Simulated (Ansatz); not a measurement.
# KBr (P1) in Ansatz: convergence with xc grid

Aim: find how far xc grid must go before the results for KBr settle, at PBE. This setting moves, with any that are tied to it; all else stays.

All numbers are computed with Ansatz 0.2.0; they aren't measurements. Logs are shortened: lines on timing, memory, paths and dates and some standing lists are left out, and cuts for length are marked.

## Step 1: The cell of the first run

The typed cell holds 2 atoms: a = 4.667 Å, b = 4.667 Å, c = 4.667 Å, α = 60.00°, β = 60.00°, γ = 60.00°.

The cell isn't the ideal one: atoms moved at random, drawn with an rms of 0.05 Å.

## Step 2: With xc grid 1

File input.yaml:

```yaml
crystal:
  lattice:
    - [0.0, 3.3, 3.3]
    - [3.3, 0.0, 3.3]
    - [3.3, 3.3, 0.0]
  atoms:
    - { symbol: Br, position: [0.498136, 0.504993, 0.504796] }
    - { symbol: K, position: [-0.003267, 0.013194, -0.005341] }
hamiltonian:
  xc: pbe
  pseudopotentials: { kind: paw }
kpoints:
  mp_grid: { grid: [5, 5, 5] }
scf:
  occupations: { method: cold, width: 0.1 }
output:
  forces: true
  stress: true
  eigenvalues: true
basis:
  xc_grid: 1
```

Potentials or basis: Ansatz PAW.

On the command line:

```
ansatz run input.yaml --threads 2 --pin off --max-ram 5632MiB --backend cpu --events-out ev --progress --plain --runs-dir out
```

It took 2.8 s on 2 threads of Arm Neoverse V1, shared host; peak memory 0.35 GiB.

What came out:

```yaml
Free_energy: -4324.4953 eV
Pressure: 0.7 GPa
Largest_force: 0.055 eV/Å
Band_gap_on_the_k_mesh: 4.44 eV, direct
```

## Step 3: With xc grid 2

input.yaml, as its differences from that of step 2:

```diff
@@ -20,2 +20,2 @@
 basis:
-  xc_grid: 1
+  xc_grid: 2
```

Potentials or basis: Ansatz PAW.

On the command line:

```
ansatz run input.yaml --threads 2 --pin off --max-ram 5632MiB --backend cpu --events-out ev --progress --plain --runs-dir out
```

Run time: 2.8 s. Hardware: 2 threads of Arm Neoverse V1, shared host; peak memory 0.35 GiB.

What came out:

* Free energy: -4324.4953 eV
* Pressure: 0.7 GPa
* Largest force: 0.055 eV/Å
* Band gap on the k mesh: 4.44 eV, direct

## Step 4: With xc grid 3

input.yaml, as its differences from that of step 3:

```diff
@@ -20,2 +20,2 @@
 basis:
-  xc_grid: 2
+  xc_grid: 3
```

On the command line:

```
ansatz run input.yaml --threads 2 --pin off --max-ram 5632MiB --backend cpu --events-out ev --progress --plain --runs-dir out
```

Wall time 2.9 s (2 threads of Arm Neoverse V1, shared host); peak memory 0.38 GiB.

Results (log left out):

| Item | Value |
| --- | --- |
| Free energy | -4324.4953 eV |
| Pressure | 0.7 GPa |
| Largest force | 0.055 eV/Å |
| Band gap on the k mesh | 4.44 eV, direct |

## Step 5: With xc grid 4

input.yaml, as its differences from that of step 4:

```diff
@@ -20,2 +20,2 @@
 basis:
-  xc_grid: 3
+  xc_grid: 4
```

On the command line:

```
ansatz run input.yaml --threads 2 --pin off --max-ram 5632MiB --backend cpu --events-out ev --progress --plain --runs-dir out
```

Wall time 3.1 s (2 threads of Arm Neoverse V1, shared host); peak memory 0.42 GiB.

The run converged. Its results:

| Item | Value |
| --- | --- |
| Free energy | -4324.4953 eV |
| Pressure | 0.7 GPa |
| Largest force | 0.055 eV/Å |
| Band gap on the k mesh | 4.44 eV, direct |

## Step 6: With xc grid 5

input.yaml, as its differences from that of step 5:

```diff
@@ -20,2 +20,2 @@
 basis:
-  xc_grid: 4
+  xc_grid: 5
```

Potentials or basis: Ansatz PAW.

On the command line:

```
ansatz run input.yaml --threads 2 --pin off --max-ram 5632MiB --backend cpu --events-out ev --progress --plain --runs-dir out
```

Output:

```text
Warning: RAYON_NUM_THREADS=2 ignored (pool sized by the plan → 2); use --threads N
Engine: ansatz 0.2.0, aarch64-unknown-linux-gnu
Pseudopotentials: kind: paw
Pseudopotential: Br, paw, valence charge 7, recommended cutoff 420 eV (normal), Br.paw.azcp
Pseudopotential: K, paw, valence charge 9, recommended cutoff 420 eV (normal), K.paw.azcp
Functional definition: PBE
  parameter kappa = 0.804
  parameter beta = 0.06672455060314922
  exchange = pbe_x(kappa = kappa, mu = beta*pi^2/3)
  correlation = pbe_c(beta = beta)
Crystal: 2 atoms, lattice volume = 71.874 Å³
Basis set: ecut = 420 eV, 1411 PW (Γ), exchange–correlation on 160×160×160 points (125 copies of the dense FFT grid, shifted against one another)
Bands: 12, of which v1, the nominal top of the filled ones, is band 8 counted from 1 (7 counted from 0)
Symmetry: 1 space group operations
Space group: P1 (ITA 1), of the structure as read, at distance tolerance 4.2e-5 Å
k-points: 63 of 125 (time reversal used)
Non-local potential: Br, projectors of the file, l = 0: 2, l = 1: 2, l = 2: 2
Non-local potential: K, projectors of the file, l = 0: 3, l = 1: 2, l = 2: 2
PAW form: soft (Blöchl's): semilocal exchange-correlation on the pseudo side does not see the compensation charge
PAW one-centre angular grid: Br, 110 points (default); XC on 64 Gauss nodes
PAW one-centre angular grid: K, 110 points (default); XC on 64 Gauss nodes
Initial density: superposition of atomic densities (neutral atoms: chi_scale 0, normalization atom), corrected by the library's trained network
Initial wavefunctions: pseudopotential atomic-orbital guess
Functional: x = pbe(κ = 0.804, μ = 0.2195149727645171), c = pbe(β = 0.06672455060314922)
SCF iter   1: F=—  HF=-4324.495470 eV  |F-HF|=—  |Δ(HF+E_count)|=         —  Δρ=1.61e-4  dr2=1.46e-5  ethr=1.77e-3  ⟨swp⟩=6.4  Hψ=5037  notcnv=0
preconditioner: auto → none  [insulator: Δε(μ)=4.426 eV  Ē_g=14.775 eV  σ=0.100 eV  W_gap=1.00  n_scr=14 (ndim 8)  ℏωp=16.4 eV  f_vac=0.062  D(μ)=-0.00/eV (n_scr^D=0)  ε∞_Penn≈2.2]
SCF iter   2: F=—  HF=-4324.495266 eV  |F-HF|=—  |Δ(HF+E_count)|=   2.04e-4  S|Δr|=    0.00e0  Δρ=1.64e-4  dr2=3.06e-5  ethr=9.14e-8  ⟨swp⟩=3.4  Hψ=2295  notcnv=0
SCF iter   3: F=—  HF=-4324.495264 eV  |F-HF|=—  |Δ(HF+E_count)|=   1.17e-6  S|Δr|=    0.00e0  Δρ=7.17e-5  dr2=4.00e-6  ethr=9.14e-8  ⟨swp⟩=2.0  Hψ=1141  notcnv=0
SCF iter   4: F=—  HF=-4324.495271 eV  |F-HF|=—  |Δ(HF+E_count)|=   6.39e-6  S|Δr|=    0.00e0  Δρ=1.84e-5  dr2=2.68e-7  ethr=2.50e-8  ⟨swp⟩=2.0  Hψ=1197  notcnv=0
SCF iter   5: F=-4324.495271 eV  HF=-4324.495271 eV  |F-HF|=4.88e-8  |Δ(HF+E_count)|=   3.25e-7  S|Δr|=    0.00e0  Δρ=8.13e-6  dr2=7.16e-8  ethr=6.25e-10  ⟨swp⟩=7.1  Hψ=4267  notcnv=0
SCF 1 converged in 5 iterations: F = -4324.495271 eV  dr2 = 7.16e-8
SCF converged after 5 iterations
Stability not checked: this state was not tested for a lower state beside it, because cold or Methfessel-Paxton smearing, or corrected tetrahedra, fill the levels in a way that the test cannot read (fill_not_monotonic; see scf.lower_state_search)
Free energy (F): -4324.495271 eV
Harris-Foulkes:  -4324.495271 eV  (|F-HF|=4.88e-8)
Internal energy: -4324.495271 eV  (E = F + TS)
E sigma→0 (E₀):  -4324.495271 eV
Fermi energy:    3.358246 eV
Step filling:    the computed levels leave a gap of 4.4360 eV = 44.4 smearing widths at the electron count; against every level under it full and every level over it empty, smearing changes F+E_penalty+E_count by -1.06e-218 meV and its σ→0 estimate by -1.12e-214 meV
--- Per-component energies (eV) ---
  E_band       = -133.509485
  E_kinetic    = 388.480567
  E_local      = -838.949312  (includes V_loc(G=0)·N_el)
  E_nonlocal   = 82.866315
  E_hartree    = 272.055012
  E_xc         = -400.628593
  E_vxc        = -269.649784  (∫ρ·V_xc dr)
  E_paw        = -3028.386130  (= ΣΔE_a)
  E_vpaw       = -40.365233  (= ΣTr[D̂ρ^β])
  E_aug_tail   = -0.000004  (compensation charges beyond the density's cutoff)
  E_ewald      = -799.933127
  E_smearing   = 0.000000  (= −TS)
  E_closure    = 0.000000  (closes the sum)
  Σ components = -4324.495271   (vs F -4324.495271, Δ=0.00e0)
--- Forces (eV/Å), atoms counted from 1 ---
  atom   1  Br    -0.00779903    -0.04679033     0.02744295
  atom   2  K      0.00779562     0.04678609    -0.02743974
  max |Σ_I F_I| component: 4.25e-6 eV/Å
--- Stress (GPa, compression-positive) ---
        0.716176      -0.001216       0.000713
       -0.001216       0.745500       0.004268
        0.000713       0.004268       0.725785
  P = ⅓ Tr σ = 0.7292 GPa (7.292 kbar)
--- Band table (eV; the first three rows and the last of 63) ---
  k-point 0: bands = ["-26.7058", "-11.2236", "-10.1837", "-10.1836", "-10.1832", "1.0682", "1.0683", "1.0684", "5.5044", "8.6733", "8.6751", "8.6767"]
  k-point 1: bands = ["-26.7039", "-11.2925", "-10.1857", "-10.1856", "-10.0900", "0.5811", "0.9468", "0.9470", "6.3952", "8.5240", "9.1310", "9.1322"]
  k-point 2: bands = ["-26.7007", "-11.3860", "-10.1888", "-10.1887", "-9.9566", "-0.0198", "0.7647", "0.7649", "7.5225", "9.0725", "10.2947", "10.2966"]
  k-point 62: bands = ["-26.6995", "-11.3331", "-10.2197", "-10.1952", "-10.0038", "0.0786", "0.6091", "0.7272", "8.0210", "8.9914", "9.9777", "10.5923"]
```

Run time: 3.6 s. Hardware: 2 threads of Arm Neoverse V1, shared host; peak memory 0.52 GiB.

Results:

```
Free energy            : -4324.4953 eV
Pressure               : 0.7 GPa
Largest force          : 0.055 eV/Å
Band gap on the k mesh : 4.44 eV, direct
```

## Step 7: Summary

```tsv
xc grid	energy less the tightest run, at zero smearing (meV/atom)	SCF cycles	CPU time (s)	peak memory (GiB)
1	-0.04	5	5.4	0.35
2	0.00	5	5.5	0.35
3	0.00	5	5.7	0.38
4	0.00	5	6.1	0.42
5	0.00	5	7	0.52
```

Against the tightest run, the energy stays within 1 meV/atom from 1 on. The tightest run that finished is the yardstick and may itself not be fully converged.

Caveats: odd divisions of the mesh miss points on the zone boundary, where band edges often lie, so the gap on the mesh can be too wide.
